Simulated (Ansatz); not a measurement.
ScAl:

```
Sc Al
1.0
     3.37035    0.00000    0.00000
     0.00000    3.37035    0.00000
     0.00000    0.00000    3.37035
Sc Al
1 1
Direct
  0.50000 0.50000 0.50000
  0.00000 0.00000 0.00000
```

The cell comes from a database or a generator and needn't be the stable form of this composition.

```yaml
Program: Ansatz 0.2.0
Task: relaxation of cell and atoms
Functional: BLYP
Potentials_or_basis: Ansatz PAW
Cutoff: "420 eV (not typed: the program's choice for these potentials)"
k_mesh: 8 × 8 × 8
Occupations: fermi-dirac, width 0.05 eV
Spin: no spin polarisation
```

At the start: volume 19.14 Å³/atom.

Q: Where does the relaxation end?

A: It ends after 5 steps and the volume is 19.87 Å³/atom (+3.8 %); space group Pm-3m (No. 221, to 0.05 Å).

The path:
```
step  energy change (eV)  largest force (eV/Å)  volume (Å³)
   1              0.0000                0.0000        38.28
   2             -0.0076                0.0000        40.61
   3             -0.0116                0.0000        39.80
   4             -0.0117                0.0000        39.74
   5             -0.0121                0.0000        39.74
```

Final structure:
```xyz
2
Lattice="3.4125 0.0000 0.0000 0.0000 3.4125 0.0000 0.0000 0.0000 3.4125" Properties=species:S:1:pos:R:3 pbc="T T T"
Sc    1.7063    1.7063    1.7063
Al    0.0000    0.0000    0.0000
```

Caveat: the plane-wave basis is chosen anew once the cell has moved, so the energies of steps on either side of that aren't comparable; the PAW data sets come from PBE, with cores solved anew for the run's functional, which leaves a small shift of forces and pressure.
